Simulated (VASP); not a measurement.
# BaTiO3 (Pm-3m) in VASP: a series of runs, part 3 of 3

VASP 6.6.1.

### Step 6. Dielectric tensor, PBEsol

Input file INCAR:

```
  PREC = Accurate
  ENCUT = 400
  EDIFF = 1E-7
  ISMEAR = 0
  SIGMA = 0.01
  LREAL = F
  LASPH = T
  NELM = 100
  ALGO = Normal
  ISIF = 2
  LWAVE = F
  LCHARG = F
  GGA = PS
  LEPSILON = T
```

Input file KPOINTS:

```
Automatic mesh
0
Gamma
  7 7 7
```

Input file POSCAR:

```
BaTiO3
1.0
    4.0060000000      0.0000000000      0.0000000000
    0.0000000000      4.0060000000      0.0000000000
    0.0000000000      0.0000000000      4.0060000000
Ba Ti O
1 1 3
Direct
    0.5000000000      0.5000000000      0.5000000000
    0.0000000000      0.0000000000      0.0000000000
    0.0000000000      0.0000000000      0.5000000000
    0.0000000000      0.5000000000      0.0000000000
    0.5000000000      0.0000000000      0.0000000000
```

Potentials or basis: VASP PAW PBE potentials, release 64 (Ba_sv, Ti_sv, O).

Run with:

```
> cat potpaw_PBE.64/Ba_sv/POTCAR potpaw_PBE.64/Ti_sv/POTCAR potpaw_PBE.64/O/POTCAR > POTCAR
> mpirun -np 1 vasp_std > vasp.out
```

OUTCAR:

```text
PREC = Accurate
   ENCUT = 400
   EDIFF = 1E-7
   ISMEAR = 0
   LREAL = F
   LASPH = T
   NELM = 100
   ISIF = 2
   GGA = PS
   LEPSILON = T

 Found     20 irreducible k-points:

 Following reciprocal coordinates:
            Coordinates               Weight
  0.000000  0.000000  0.000000      1.000000
  0.142857  0.000000  0.000000      6.000000
  0.285714  0.000000  0.000000      6.000000
  0.428571  0.000000  0.000000      6.000000
  0.142857  0.142857  0.000000     12.000000
  0.285714  0.142857  0.000000     24.000000
   k-points           NKPTS =     20   k-points in BZ     NKDIM =     20   number of bands    NBANDS=     24
   number of dos      NEDOS =    301   number of ions     NIONS =      5
   total plane-waves  NPLWV =  21952
   dimension x,y,z NGX =    28 NGY =   28 NGZ =   28
   dimension x,y,z NGXF=    56 NGYF=   56 NGZF=   56
   ions per type =               1   1   3
   NGX,Y,Z   is equivalent  to a cutoff of  11.62, 11.62, 11.62 a.u.
   NGXF,Y,Z  is equivalent  to a cutoff of  23.24, 23.24, 23.24 a.u.
 SYSTEM =  unknown system
   PREC   = accura    normal or accurate (medium, high low for compatibility)
   ISTART =      0    job   : 0-new  1-cont  2-samecut
   ICHARG =      2    charge: 1-file 2-atom 10-const
   ISPIN  =      1    spin polarized calculation?
   LNONCOLLINEAR =      F non collinear calculations
   LSORBIT =      F    spin-orbit coupling
   LASPH  =      T    aspherical Exc in radial PAW
   ENCUT  =  400.0 eV  29.40 Ry    5.42 a.u.   6.53  6.53  6.53*2*pi/ulx,y,z
[... 284 lines left out ...]
     0.00000  0.00888  0.00000           (  0.00000 -0.00003  0.00000)
     0.00000  0.00000 -0.01574           (  0.00000  0.00000  0.00039)

 PIEZOELECTRIC TENSOR FIELD DIRECTION 3  (C/m^2)
 -----------------------------------------------------------------------------
     0.00221  0.00000 -0.00000
     0.00000  0.00221  0.00000
     0.00000  0.00000 -0.00392

 MACROSCOPIC STATIC DIELECTRIC TENSOR (including local field effects in DFT)
 ------------------------------------------------------
           6.825593     0.000000     0.000000
           0.000000     6.825593     0.000000
          -0.000000    -0.000000     6.825593
 ------------------------------------------------------

 PIEZOELECTRIC TENSOR (including local field effects)  for field in x, y, z        (e  Angst)
          XX          YY          ZZ          XY          YZ          ZX
  --------------------------------------------------------------------------------
  x     0.00000     0.00000     0.00000     0.00000     0.00000     0.00000
  y     0.00000     0.00000     0.00000     0.00000     0.00000     0.00000
  z     0.00000     0.00000     0.00000     0.00000     0.00000     0.00000

 PIEZOELECTRIC TENSOR (including local field effects)  for field in x, y, z        (C/m^2)
          XX          YY          ZZ          XY          YZ          ZX
  --------------------------------------------------------------------------------
  x     0.00000     0.00000     0.00000     0.00000     0.00000     0.00000
  y     0.00000     0.00000     0.00000     0.00000     0.00000     0.00000
  z     0.00000     0.00000     0.00000     0.00000     0.00000     0.00000

 BORN EFFECTIVE CHARGES (including local field effects) (in |e|, cummulative output)
 ---------------------------------------------------------------------------------
 ion    1
    1     2.73512     0.00000     0.00000
    2    -0.00000     2.73512     0.00000
    3    -0.00000     0.00000     2.73512
 ion    2
    1     7.42765     0.00000     0.00000
    2     0.00000     7.42765     0.00000
    3    -0.00000    -0.00000     7.42765
 ion    3
    1    -2.13808     0.00000     0.00000
    2     0.00000    -2.13808     0.00000
    3     0.00000    -0.00000    -5.88662
 ion    4
    1    -2.13808    -0.00000     0.00000
    2    -0.00000    -5.88662     0.00000
    3    -0.00000    -0.00000    -2.13808
 ion    5
    1    -5.88662    -0.00000     0.00000
    2     0.00000    -2.13808     0.00000
    3     0.00000     0.00000    -2.13808
```

OSZICAR:

```text
[... 13 lines left out ...]
RMM:  22    -0.108703050090E+01    0.25830E-06    0.86914E-06  1086   0.493E-04    0.214E-03
RMM:  23    -0.108704551243E+01   -0.15012E-04    0.45214E-06  3016   0.685E-04    0.176E-03
RMM:  24    -0.108705864732E+01   -0.13135E-04    0.28451E-06  2922   0.575E-04    0.141E-03
RMM:  25    -0.108708254939E+01   -0.23902E-04    0.13714E-06  3839   0.846E-04    0.744E-04
RMM:  26    -0.108709056473E+01   -0.80153E-05    0.77842E-07  2615   0.400E-04    0.510E-04
RMM:  27    -0.108709441740E+01   -0.38527E-05    0.57799E-07  1876   0.294E-04    0.391E-04
RMM:  28    -0.108709760977E+01   -0.31924E-05    0.44519E-07  2047   0.288E-04    0.280E-04
RMM:  29    -0.108710067576E+01   -0.30660E-05    0.27014E-07  1615   0.253E-04    0.183E-04
RMM:  30    -0.108710063737E+01    0.38385E-07    0.26100E-07  1036   0.207E-04    0.166E-04
```

stdout:

```text
POSCAR found type information on POSCAR BaTiO
 POSCAR found :  3 types and       5 ions
 scaLAPACK will be used
 -----------------------------------------------------------------------------
|                                                                             |
[... 28 lines left out ...]
 dielectric tensor                  component  3 :    -0.522    -0.779     9.346
 Linear response to external field, progress :
  Direction:   1
 dielectric tensor                  component  1 :     6.826    -0.892    -0.765
 Linear response to external field, progress :
  Direction:   2
 dielectric tensor                  component  2 :    -0.892     6.826    -0.766
 Linear response to external field, progress :
  Direction:   3
 dielectric tensor                  component  3 :    -0.657    -1.001     6.826
 Born effective charges drift removed
```

Wall time 4.9 min (1 thread of Intel Xeon 6975P-C (Granite Rapids), shared host); peak memory 0.25 GiB.

The run converged, but some of its settings lie outside the range that counts as converged, so its numbers aren't taken as properties of the crystal.

Results:

```
Band gap on the k mesh                  : 1.76 eV, indirect (least direct gap 1.84 eV)
Electronic dielectric tensor (diagonal) : 6.83
Born charges (mean of the diagonal)     : Ba +2.74; Ti +7.43; O -3.39 e
```

Caveat: the cutoff is under 1.25 times the usual one of these potentials, so pressure, stress and relaxed cells hold a basis-set (Pulay) error; the PAW data sets were made with another functional, which shifts forces and pressure a little; spin-orbit coupling is left out, which moves the levels of the heavy elements; an odd mesh through Γ misses points on the zone boundary, where band edges often lie.

### Step 7. For comparison

An earlier run on the cell as given: functional PBEsol; potentials or basis VASP PAW PBE potentials, release 64 (Ba_sv, Ti_sv, O); cutoff 520 eV; k mesh 7 × 7 × 7; occupations fermi-dirac, width 0.05 eV; no spin polarisation.

- Pressure: -2.8 GPa
- Band gap on the k mesh: 1.76 eV, indirect (least direct gap 1.84 eV)
